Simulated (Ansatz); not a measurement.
## A vibration from a frozen displacement in CuO

Level of theory: DFT PBEsol, scalar-relativistic, plane waves, PAW (Ansatz). Settings: plane waves to 420 eV, k-mesh 16×16×10 (Γ-centred), Gaussian smearing 0.15 eV. No spin polarisation. Energies are free energies at this smearing, counted from the undisturbed cell; pressure is positive in compression.

The undisturbed cell (relaxed at this level; this form isn't the usual structure):

```
Cu O
1.0
     2.04253   -2.05036    0.00000
     2.04253    2.05036    0.00000
     0.00000    0.00000    5.09226
Cu O
2 2
Direct
  0.00000 0.50000 0.00000
  0.50000 0.00000 0.50000
  0.50000 0.50000 0.25000
  0.50000 0.50000 0.75000
```

Every Cu atom is moved by x along the Cartesian unit vector (0.707, 0.707, 0.000); the cell and all other atoms stay fixed. The cell's volume is 42.65 Å³; the moved atoms weigh 127.092 u together and the others 31.998 u.

```csv
x (Å),ΔE (meV/cell),total force on the moved atoms along the move (eV/Å),pressure (GPa)
-0.2000,403.77,4.1195,3.2497
-0.1000,99.93,1.9965,0.7982
0.0000,0.00,0.0000,0.0041
0.0500,25.04,-1.0003,0.2040
0.1500,225.28,-3.0280,1.7961
```

Task: What frequency belongs to this motion?

Result: The force constant is k = −dF/dx = 19.993 eV/Å², from the parabola through x = -0.1000, 0 and 0.0500. In every cell the moved atoms swing against the rest, so the mass is μ = m₁m₂/(m₁ + m₂) = 25.562 u, and ν̃ = 521.5 cm⁻¹ × √(|k|/μ) = 461 cm⁻¹. The pattern needn't be a normal mode: ν̃² is then a weighted mean of the squared nonzero frequencies at the zone centre of this cell, so it lies between the lowest and the highest of them.

Task: How far does the harmonic law reach?

Result: At x = -0.200 Å, kx²/2 = 399.86 meV against the computed 403.77 meV (+1.0 %): the well is still close to harmonic there.

No gap shows at this level, though a semilocal functional can close a small gap that the real compound has; without a gap these slopes depend on the k mesh and the smearing.

Cost: 5 runs of about 5.5 core-minutes in all, on Arm Neoverse V2 (shared hosts).

The restoring force and the energy show a single, stiff well for the copper sublattice moving against oxygen. The geometry explains the stiffness: the move lies in the CuO₄ plane of one copper atom, where it stretches and compresses strong Cu–O bonds, but is normal to the plane of the other, where it mainly bends them. The first copper therefore probably supplies most of the force constant.

The pressure rises roughly with the square of the displacement, and for either sign. The distorted cell thus pushes outwards, and this motion would stiffen on compression, as expected when shorter bonds strengthen the repulsion between ions.

The missing gap disagrees with the known character of copper(II) oxide, an antiferromagnetic charge-transfer insulator. The likely cause is the suppression of local moments in the d⁹ shell, together with the semilocal treatment of correlation. Because the motion is polar, spurious metallic screening may also alter its restoring force and hides any LO–TO splitting. The well supports stability only along this path, not against other distortions or magnetic order.
